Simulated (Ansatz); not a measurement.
Runs of Ansatz 0.2.0 on NiSb (Breithauptite). Symmetry: P6_3/mmc, No. 194, hexagonal system. Conventional cell: a = 3.928 Å, b = 3.928 Å, c = 5.120 Å, α = 90.00°, β = 90.00°, γ = 120.00°. Sb (site symmetry -6m2) has 6 Ni at 2.60 Å as nearest neighbours. Ni (site symmetry -3m) has 2 Ni at 2.56 Å and 6 Sb at 2.60 Å as nearest neighbours. 

```csv
task,level,cell,k mesh,cutoff (eV),share of exact exchange,mesh quality,gap on the mesh (eV),pressure (GPa),moment (μB),relaxed volume (Å³/atom)
single point,HSE06 form with a typed share of exact exchange,as given,5 × 5 × 3,420,0,coarse,none,3.9,0.00,-
relaxation of cell and atoms,r2SCAN+rVV10,relaxed,8 × 8 × 5,500,-,not flagged,none,0.0,0.00,(b)
relaxation of cell and atoms,r2SCAN+D4,relaxed,8 × 8 × 5,500,-,not flagged,none,0.0,0.00,(a)
relaxation of cell and atoms,r2SCAN+D3(BJ),relaxed,8 × 8 × 5,500,-,not flagged,none,0.0,0.00,16.83
relaxation of cell and atoms,r2SCAN+D3(BJ)-ATM,relaxed,8 × 8 × 5,500,-,not flagged,none,0.0,0.00,16.93
relaxation of cell and atoms,r2SCAN,relaxed,8 × 8 × 5,500,-,not flagged,none,0.0,0.00,17.12
```

Alike in all rows: potentials or basis Ansatz PAW; spin collinear, ferromagnetic start; smearing fermi-dirac 0.05 eV.

Question: Fill in the values left out.

Answer: (a) 16.94; (b) 16.92.

Caveats: some runs use coarse meshes; the magnetic or orbital state may not be the lowest; the starting moments weren't kept; the plane-wave basis is chosen anew once the cell has moved, so the energies of steps on either side of that aren't comparable (some runs); the PAW data sets come from PBE, with cores solved anew for the run's functional, which leaves a small shift of forces and pressure (some runs); pairwise dispersion overbinds metals, which lowers pressure and volume (some runs); the PAW data sets were made with another functional, which shifts forces and pressure a little (some runs); the dispersion damping was fitted for another functional or another form of the correction (some runs).

A k mesh can miss the band edges, and the runs leave out spin-orbit coupling on Sb.

A gap of «none» marks a metal or a gap under the smearing width.
